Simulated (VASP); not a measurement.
A run of VASP 6.6.1:

The input INCAR:

```
PREC = Accurate
ENCUT = 520
EDIFF = 1E-6
ISMEAR = 0
SIGMA = 0.02
LREAL = F
LASPH = T
NELM = 60
ALGO = Normal
ISIF = 2
LWAVE = F
LCHARG = F
MAGMOM = 0 0 0 0 0 0 0 0 0
LORBIT = 11
LSORBIT = T
GGA_COMPAT = F
METAGGA = R2SCAN
LMIXTAU = T
NBANDS = 39
KPAR = 2
```

KPOINTS

```
Automatic mesh
0
Gamma
  6 6 4
```

The input POSCAR:

```
SnSe2
1.0
    3.8110000000      0.0000000000      0.0000000000
   -1.9055000000      3.3004228138      0.0000000000
    0.0000000000      0.0000000000      6.1360000000
Sn Se
1 2
Direct
    0.0000000000      0.0000000000      0.0000000000
    0.6666666667      0.3333333333      0.7510000000
    0.3333333333      0.6666666667      0.2490000000
```

File KPOINTS_OPT:

```
path GMKGALHA,LM,KH
10
line-mode
reciprocal
 0.0000000000  0.0000000000  0.0000000000  G
 0.5000000000  0.0000000000  0.0000000000  M

 0.5000000000  0.0000000000  0.0000000000  M
 0.3333333333  0.3333333333  0.0000000000  K

 0.3333333333  0.3333333333  0.0000000000  K
 0.0000000000  0.0000000000  0.0000000000  G

 0.0000000000  0.0000000000  0.0000000000  G
 0.0000000000  0.0000000000  0.5000000000  A

 0.0000000000  0.0000000000  0.5000000000  A
 0.5000000000  0.0000000000  0.5000000000  L

 0.5000000000  0.0000000000  0.5000000000  L
 0.3333333333  0.3333333333  0.5000000000  H

 0.3333333333  0.3333333333  0.5000000000  H
 0.0000000000  0.0000000000  0.5000000000  A

 0.5000000000  0.0000000000  0.5000000000  L
 0.5000000000  0.0000000000  0.0000000000  M

 0.3333333333  0.3333333333  0.0000000000  K
 0.3333333333  0.3333333333  0.5000000000  H
```

Potentials or basis: VASP PAW PBE potentials, release 64 (Sn_d, Se).

The run is started by

```console
$ cat potpaw_PBE.64/Sn_d/POTCAR potpaw_PBE.64/Se/POTCAR > POTCAR
$ mpirun -np 2 vasp_ncl > vasp.out
```

Hardware: 2 MPI ranks on Intel(R) Xeon(R) 6975P-C (Granite Rapids), with other jobs on the host.

Q: How long does it take, and how much memory?

A: Wall time 8.6 min on 2 MPI ranks on Intel(R) Xeon(R) 6975P-C (Granite Rapids) (shared host), peak memory 0.51 GiB a rank. Counts: scf iterations 55, k points 24.
